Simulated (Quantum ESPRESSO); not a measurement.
# HfO2 (Fm-3m) in Quantum ESPRESSO: notebook, part 2 of 2

Quantum ESPRESSO 7.5. Earlier steps stand in the parts before.

### Step 3. Dielectric tensor, PBE, spin-orbit coupling, no magnetisation

File pw.in:

```
&CONTROL
  calculation = 'scf'
  prefix = 'pwscf'
  outdir = './tmp'
  pseudo_dir = './pseudo'
  tprnfor = .true.
  tstress = .true.
  disk_io = 'low'
/
&SYSTEM
  ibrav = 0
  nat = 3
  ntyp = 2
  ecutwfc = 84
  nbnd = 38
  occupations = 'smearing'
  smearing = 'fd'
  degauss = 0.00367493
  noncolin = .true.
  lspinorb = .true.
/
&ELECTRONS
  conv_thr = 6d-10
  electron_maxstep = 120
  mixing_beta = 0.5
/
ATOMIC_SPECIES
Hf   178.4900 Hf.upf
O     15.9990 O.upf
CELL_PARAMETERS angstrom
   0.0000000000    2.5575000000    2.5575000000
   2.5575000000    0.0000000000    2.5575000000
   2.5575000000    2.5575000000    0.0000000000
ATOMIC_POSITIONS crystal
Hf     0.0000000000    0.0000000000    0.0000000000
O      0.7500000000    0.7500000000    0.7500000000
O      0.2500000000    0.2500000000    0.2500000000
K_POINTS automatic
6 6 6 1 1 1
```

File scf2.in:

```
&CONTROL
  calculation = 'scf'
  prefix = 'pwscf'
  outdir = './tmp'
  pseudo_dir = './pseudo'
  tprnfor = .true.
  tstress = .true.
  disk_io = 'low'
/
&SYSTEM
  ibrav = 0
  nat = 3
  ntyp = 2
  ecutwfc = 84
  nbnd = 38
  occupations = 'fixed'
  noncolin = .true.
  lspinorb = .true.
/
&ELECTRONS
  conv_thr = 1d-13
  electron_maxstep = 120
  mixing_beta = 0.5
  startingpot = 'file'
  startingwfc = 'file'
/
ATOMIC_SPECIES
Hf   178.4900 Hf.upf
O     15.9990 O.upf
CELL_PARAMETERS angstrom
   0.0000000000    2.5575000000    2.5575000000
   2.5575000000    0.0000000000    2.5575000000
   2.5575000000    2.5575000000    0.0000000000
ATOMIC_POSITIONS crystal
Hf     0.0000000000    0.0000000000    0.0000000000
O      0.7500000000    0.7500000000    0.7500000000
O      0.2500000000    0.2500000000    0.2500000000
K_POINTS automatic
6 6 6 1 1 1
```

File ph.in:

```
dielectric of HfO2
&INPUTPH
  prefix = 'pwscf'
  outdir = './tmp'
  tr2_ph = 1d-16
  fildyn = 'dyn'
  niter_ph = 60
  alpha_mix(1) = 0.7
  epsil = .true.
  trans = .false.
  zeu = .true.
/
0.0000000000 0.0000000000 0.0000000000
```

Potentials or basis: PseudoDojo 0.4 FR PBE standard.

Started as:

```
$ OMP_NUM_THREADS=1 pw.x -in pw.in > pw.out
$ OMP_NUM_THREADS=1 pw.x -in scf2.in > scf2.out
$ OMP_NUM_THREADS=1 ph.x -in ph.in > ph.out
```

pw.out:

```text
This program is part of the open-source Quantum ESPRESSO suite
     for quantum simulation of materials; please cite
[... 9 lines left out ...]
     --------------------
     sticks:   dense  smooth     PW     G-vecs:    dense   smooth      PW
     Sum        1069    1069    313                23505    23505    3839

     Using Slab Decomposition

     bravais-lattice index     =            0
     lattice parameter (alat)  =       6.8349  a.u.
     unit-cell volume          =     225.7738 (a.u.)^3
     number of atoms/cell      =            3
     number of atomic types    =            2
     number of electrons       =        24.00
     number of Kohn-Sham states=           38
     kinetic-energy cutoff     =      84.0000  Ry
     charge density cutoff     =     336.0000  Ry
     scf convergence threshold =      6.0E-10
     mixing beta               =       0.5000
[... 315 lines left out ...]
    20.2867  20.2867  22.8718  22.8718  25.4493  25.4493
[... 83 lines left out ...]
   -49.1303 -49.1303 -23.4426 -23.4426 -15.9145 -15.9145 -15.6628 -15.6628
    -5.1785  -5.1785  -4.4505  -4.4505   7.2776   7.2776   8.1307   8.1307
     8.2165   8.2165   9.7609   9.7609  10.1183  10.1183  10.7197  10.7197
    16.3712  16.3712  16.8555  16.8555  18.7933  18.7933  20.0684  20.0684
    20.8740  20.8740  22.2525  22.2525  24.4377  24.4377

     the Fermi energy is    14.6084 ev

!    total energy              =    -179.65050504 Ry
     estimated scf accuracy    <          5.7E-10 Ry
     smearing contrib. (-TS)   =      -0.00000000 Ry
     internal energy E=F+TS    =    -179.65050504 Ry

     The total energy is F=E-TS. E is the sum of the following terms:
     one-electron contribution =     -27.86449789 Ry
     hartree contribution      =      28.15423795 Ry
     xc contribution           =     -45.47351886 Ry
     ewald contribution        =    -134.46672623 Ry

     convergence has been achieved in  11 iterations

     Forces acting on atoms (cartesian axes, Ry/au):

     atom    1 type  1   force =    -0.00000000   -0.00000000    0.00000000
     atom    2 type  2   force =    -0.00000000   -0.00000000   -0.00000000
     atom    3 type  2   force =     0.00000000    0.00000000    0.00000000

     Total force =     0.000000     Total SCF correction =     0.000000

     Computing stress (Cartesian axis) and pressure

          total   stress  (Ry/bohr**3)                   (kbar)     P=      -48.47
  -0.00032947  -0.00000000  -0.00000000          -48.47       -0.00       -0.00
  -0.00000000  -0.00032947  -0.00000000           -0.00      -48.47       -0.00
  -0.00000000  -0.00000000  -0.00032947           -0.00       -0.00      -48.47

=------------------------------------------------------------------------------=
   JOB DONE.
=------------------------------------------------------------------------------=
```

It took 15 min on 1 thread of Arm Neoverse V2, shared host; peak memory 0.19 GiB.

Results:

* Free energy: -2444.2696 eV
* Pressure: -4.8 GPa
* Electronic dielectric tensor (diagonal): 5.18
* Born charges (mean of the diagonal): Hf +5.49; O -2.74 e

Levels at points of the mesh, in eV from the valence-band top:
| k point | band 20 | band 21 | band 22 | band 23 | band 24 | band 25 | band 26 | band 27 | band 28 | band 29 |
| --- | --- | --- | --- | --- | --- | --- | --- | --- | --- | --- |
| (0.08, 0.08, 0.08) | -0.71 | -0.57 | -0.57 | -0.52 | -0.52 | 4.16 | 4.16 | 4.18 | 4.18 | 6.12 |

Electronic dielectric tensor:
```
5.18 0.00 0.00
0.00 5.18 0.00
0.00 0.00 5.18
```

Born effective charge tensors (e):
atom 1, Hf
```
5.49 0.00 0.00
0.00 5.49 0.00
0.00 0.00 5.49
```
atom 2, O
```
-2.74  0.00  0.00
 0.00 -2.74  0.00
 0.00  0.00 -2.74
```
atom 3, O
```
-2.74  0.00  0.00
 0.00 -2.74  0.00
 0.00  0.00 -2.74
```

Caveat: the cell is more than 3 GPa from zero pressure, which shifts response properties.

### Step 4. Dielectric tensor, PBE

pw.in: that of step 3 with these lines changed.

```diff
@@ -14,3 +14,3 @@
   ecutwfc = 84
-  nbnd = 38
+  nbnd = 19
   occupations = 'smearing'
@@ -18,4 +18,2 @@
   degauss = 0.00367493
-  noncolin = .true.
-  lspinorb = .true.
 /
```

scf2.in: that of step 3 with these lines changed.

```diff
@@ -14,6 +14,4 @@
   ecutwfc = 84
-  nbnd = 38
+  nbnd = 19
   occupations = 'fixed'
-  noncolin = .true.
-  lspinorb = .true.
 /
```

ph.in is that of step 3.

Potentials or basis: PseudoDojo 0.4.1 SR PBE standard.

Started as:

```
$ OMP_NUM_THREADS=1 pw.x -in pw.in > pw.out
$ OMP_NUM_THREADS=1 pw.x -in scf2.in > scf2.out
$ OMP_NUM_THREADS=1 ph.x -in ph.in > ph.out
```

pw.out:

```text
This program is part of the open-source Quantum ESPRESSO suite
     for quantum simulation of materials; please cite
[... 9 lines left out ...]
     --------------------
     sticks:   dense  smooth     PW     G-vecs:    dense   smooth      PW
     Sum        1069    1069    313                23505    23505    3839

     Using Slab Decomposition

     bravais-lattice index     =            0
     lattice parameter (alat)  =       6.8349  a.u.
     unit-cell volume          =     225.7738 (a.u.)^3
     number of atoms/cell      =            3
     number of atomic types    =            2
     number of electrons       =        24.00
     number of Kohn-Sham states=           19
     kinetic-energy cutoff     =      84.0000  Ry
     charge density cutoff     =     336.0000  Ry
     scf convergence threshold =      6.0E-10
     mixing beta               =       0.5000
     number of iterations used =            8  plain     mixing
     Exchange-correlation= PBE
                           (   1   4   3   4   0   0   0)

     celldm(1)=   6.834858  celldm(2)=   0.000000  celldm(3)=   0.000000
     celldm(4)=   0.000000  celldm(5)=   0.000000  celldm(6)=   0.000000

     crystal axes: (cart. coord. in units of alat)
               a(1) = (   0.000000   0.707107   0.707107 )
               a(2) = (   0.707107   0.000000   0.707107 )
               a(3) = (   0.707107   0.707107   0.000000 )

     reciprocal axes: (cart. coord. in units 2 pi/alat)
               b(1) = ( -0.707107  0.707107  0.707107 )
               b(2) = (  0.707107 -0.707107  0.707107 )
               b(3) = (  0.707107  0.707107 -0.707107 )

     PseudoPot. # 1 for Hf read from file:
     Hf.upf
     Pseudo is Norm-conserving + core correction, Zval = 12.0
     Generated using ONCVPSP code by D. R. Hamann
     Using radial grid of 1656 points,  8 beta functions with:
                l(1) =   0
                l(2) =   0
                l(3) =   1
                l(4) =   1
                l(5) =   2
                l(6) =   2
                l(7) =   3
                l(8) =   3

     PseudoPot. # 2 for O  read from file:
     O.upf
     Pseudo is Norm-conserving + core correction, Zval =  6.0
     Generated using ONCVPSP code by D. R. Hamann
     Using radial grid of  936 points,  5 beta functions with:
                l(1) =   0
                l(2) =   0
                l(3) =   1
                l(4) =   1
                l(5) =   2

     atomic species   valence    mass     pseudopotential
     Hf               12.00   178.49000     Hf( 1.00)
     O                 6.00    15.99900     O ( 1.00)

     48 Sym. Ops., with inversion, found

   Cartesian axes

     site n.     atom                  positions (alat units)
         1        Hf     tau(   1) = (   0.0000000   0.0000000   0.0000000  )
         2        O      tau(   2) = (   1.0606602   1.0606602   1.0606602  )
         3        O      tau(   3) = (   0.3535534   0.3535534   0.3535534  )

     number of k points=    28  Fermi-Dirac smearing, width (Ry)=  0.0037
                       cart. coord. in units 2pi/alat
        k(    1) = (   0.0589256   0.0589256   0.0589256), wk =   0.0185185
        k(    2) = (   0.1767767   0.1767767  -0.0589256), wk =   0.0555556
        k(    3) = (   0.2946278   0.2946278  -0.1767767), wk =   0.0555556
        k(    4) = (  -0.2946278  -0.2946278   0.4124790), wk =   0.0555556
        k(    5) = (  -0.1767767  -0.1767767   0.2946278), wk =   0.0555556
        k(    6) = (  -0.0589256  -0.0589256   0.1767767), wk =   0.0555556
[... 20 lines left out ...]
        k(   27) = (   0.2946278   0.2946278   0.2946278), wk =   0.0185185
        k(   28) = (  -0.2946278  -0.2946278   0.8838835), wk =   0.0555556

     Dense  grid:    23505 G-vectors     FFT dimensions: (  40,  40,  40)

     Initial potential from superposition of free atoms

     starting charge      23.9981, renormalised to      24.0000
     Starting wfcs are   18 randomized atomic wfcs +    1 random wfcs

     Self-consistent Calculation

     iteration #  1     ecut=    84.00 Ry     beta= 0.50
     Davidson diagonalization with overlap
     ethr =  1.00E-02,  avg # of iterations =  4.8

     total energy              =    -179.04247896 Ry
     estimated scf accuracy    <       1.07322678 Ry
[... 71 lines left out ...]
     iteration # 12     ecut=    84.00 Ry     beta= 0.50
     Davidson diagonalization with overlap
     ethr =  7.63E-12,  avg # of iterations =  2.0

     End of self-consistent calculation

          k = 0.0589 0.0589 0.0589 (  2912 PWs)   bands (ev):

   -49.3319 -17.8189 -17.7947 -17.7947  -6.4761  -3.7143   6.8286   6.8286
     6.9450  11.1246  11.2112  11.2112  15.9415  15.9415  17.8861  21.7276
    21.9323  21.9323  25.6511
[... 87 lines left out ...]
   -49.3173 -18.1807 -17.9121 -17.8971  -4.8600  -4.5932   5.8022   8.4058
     8.4908  10.4176  10.5121  11.7780  15.8336  17.3167  18.5147  19.7790
    19.9389  24.1697  26.0159

          k =-0.5303 0.1768-0.0589 (  2937 PWs)   bands (ev):

   -49.3190 -18.1208 -17.9279 -17.8787  -4.8998  -4.6904   6.6063   7.8083
     8.3273  10.3206  10.7902  10.9225  16.2999  16.9981  19.0973  19.5536
    20.1972  22.8749  25.4287

          k =-0.4125 0.0589 0.0589 (  2920 PWs)   bands (ev):
[... 61 lines left out ...]
   -49.3198 -18.1381 -17.9110 -17.8470  -5.1743  -4.4803   7.2912   8.1313
     8.2156   9.7874  10.1111  10.7126  16.4005  16.8485  18.7355  20.0975
    20.7825  22.2459  24.4202

     the Fermi energy is    14.5865 ev

!    total energy              =    -179.41071541 Ry
     estimated scf accuracy    <          3.7E-10 Ry
     smearing contrib. (-TS)   =      -0.00000000 Ry
     internal energy E=F+TS    =    -179.41071541 Ry

     The total energy is F=E-TS. E is the sum of the following terms:
     one-electron contribution =     -27.66834691 Ry
     hartree contribution      =      28.11393992 Ry
     xc contribution           =     -45.38958219 Ry
     ewald contribution        =    -134.46672623 Ry

     convergence has been achieved in  12 iterations

     Forces acting on atoms (cartesian axes, Ry/au):

     atom    1 type  1   force =     0.00000000    0.00000000    0.00000000
     atom    2 type  2   force =     0.00000000   -0.00000000   -0.00000000
     atom    3 type  2   force =    -0.00000000    0.00000000    0.00000000

     Total force =     0.000000     Total SCF correction =     0.000000

     Computing stress (Cartesian axis) and pressure

          total   stress  (Ry/bohr**3)                   (kbar)     P=      -49.03
  -0.00033329  -0.00000000   0.00000000          -49.03       -0.00        0.00
  -0.00000000  -0.00033329  -0.00000000           -0.00      -49.03       -0.00
   0.00000000   0.00000000  -0.00033329            0.00        0.00      -49.03

=------------------------------------------------------------------------------=
   JOB DONE.
=------------------------------------------------------------------------------=
```

scf2.out:

```text
This program is part of the open-source Quantum ESPRESSO suite
     for quantum simulation of materials; please cite
[... 9 lines left out ...]
     --------------------
     sticks:   dense  smooth     PW     G-vecs:    dense   smooth      PW
     Sum        1069    1069    313                23505    23505    3839
[... 333 lines left out ...]
  -0.00033348  -0.00000000  -0.00000000          -49.06       -0.00       -0.00
  -0.00000000  -0.00033348   0.00000000           -0.00      -49.06        0.00
  -0.00000000  -0.00000000  -0.00033348           -0.00       -0.00      -49.06

=------------------------------------------------------------------------------=
   JOB DONE.
=------------------------------------------------------------------------------=
```

Wall time 3.1 min (1 thread of Arm Neoverse V2, shared host); peak memory 0.08 GiB.

Results:

| Quantity | Value |
| --- | --- |
| Free energy | -2441.0071 eV |
| Pressure | -4.9 GPa |
| Electronic dielectric tensor (diagonal) | 5.18 |
| Born charges (mean of the diagonal) | Hf +5.49; O -2.75 e |

Electronic dielectric tensor:
```
5.18 0.00 0.00
0.00 5.18 0.00
0.00 0.00 5.18
```

Born effective charge tensors (e):
atom 1, Hf
```
5.49 0.00 0.00
0.00 5.49 0.00
0.00 0.00 5.49
```
atom 2, O
```
-2.75  0.00  0.00
 0.00 -2.75  0.00
 0.00  0.00 -2.75
```
atom 3, O
```
-2.75  0.00  0.00
 0.00 -2.75  0.00
 0.00  0.00 -2.75
```

Caveat: the cell is more than 3 GPa from zero pressure, which shifts response properties.

### Step 5. The runs side by side

| task | level | potentials or basis | spin | U | k mesh | cutoff (eV) | start of the occupations | hubbard projectors | mixing beta | q mesh | pressure (GPa) |
| --- | --- | --- | --- | --- | --- | --- | --- | --- | --- | --- | --- |
| Hubbard U by linear response | PBE+U | JTH 2.0 PBE | off | Hf d U = 4 eV | 6 × 6 × 6 | 490 | default | ortho-atomic | 0.3 | 3 × 3 × 3 | - |
| dielectric tensor | PBE | PseudoDojo 0.4 FR PBE standard | SOC, no magnetisation | - | 6 × 6 × 6, shifted | 1143 | - | - | 0.5 | - | -4.8 |
| dielectric tensor | PBE | PseudoDojo 0.4.1 SR PBE standard | off | - | 6 × 6 × 6, shifted | 1143 | - | - | 0.5 | - | -4.9 |

Alike in all rows: cell as given; smearing fermi-dirac 0.05 eV.

Caveats: the cell is more than 3 GPa from zero pressure, which shifts response properties (some runs); the cutoff is low for these files, which shifts pressure and relaxed volume (some runs); spin-orbit coupling is left out, which moves the levels of the heavy elements (some runs).

Absolute energies hang on the potentials; compare differences alone.
